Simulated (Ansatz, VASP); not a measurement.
**GaSb: VASP beside Ansatz**

```
Sb Ga
1.0
     0.00000    3.05900    3.05900
     3.05900    0.00000    3.05900
     3.05900    3.05900    0.00000
Sb Ga
1 1
Cartesian
  4.5885 4.5885 4.5885
  0.0000 0.0000 0.0000
```

Alike in both runs: task single point; functional PBE; k mesh 8 × 8 × 8; occupations gaussian, width 0.027 eV; no spin polarisation.

|  | VASP | Ansatz |
| --- | --- | --- |
| version | VASP 6.6.1 | Ansatz 0.2.0 |
| potentials or method | VASP PAW PBE potentials, release 64 (Sb, Ga_d) | Ansatz PAW |
| plane-wave cutoff (eV) | 520 | 420 |
| valence electrons in the cell | 18 | 28 |

```csv
,VASP,Ansatz,Ansatz less VASP
gap on the k mesh at the Fermi level (eV),0.04,0.03,-0.002
least direct gap on the mesh (eV),0.04,0.03,-0.002
pressure (GPa),2.4,2.3,-0.09
```

The functional is the same, so the differences come from potentials, cutoffs and numerics. The two sets of potentials don't hold the same shells in valence.

Caveats: spin-orbit coupling is left out, which moves the levels of the heavy elements. A k mesh can miss the band edges.
